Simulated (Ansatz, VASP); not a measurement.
# Two plane-wave programs on HfN

```
Hf N
1.0
     0.00000    2.26274    2.26274
     2.26274    0.00000    2.26274
     2.26274    2.26274    0.00000
Hf N
1 1
Direct
  0.00000 0.00000 0.00000
  0.50000 0.50000 0.50000
```

Alike in both runs: functional r2SCAN; k mesh 16 × 16 × 16; occupations gaussian, width 0.1 eV; no spin polarisation.

Ansatz relaxed the structure, and its values are those at the end. VASP's run is a single point on that final structure, the one shown.

|  | VASP | Ansatz |
| --- | --- | --- |
| version | VASP 6.6.1 | Ansatz 0.2.0 |
| potentials or method | VASP PAW PBE potentials, release 64 (Hf_pv, N) | scalar-relativistic, plane waves, PAW |
| plane-wave cutoff (eV) | 520 | 500 |
| valence electrons in the cell | 15 | 31 |

```tsv
	VASP	Ansatz	Ansatz less VASP
gap on the k mesh at the Fermi level (eV)	none	none	-
pressure (GPa)	-2.7	0.0	+2.67
```

A gap of «none» marks a metal or a gap that the smearing closes. The two sets of potentials don't hold the same shells in valence.

Caveats: the PAW data sets were made with another functional, which shifts forces and pressure a little (VASP). The runs have no spin-orbit coupling, so splittings on Hf are missing.
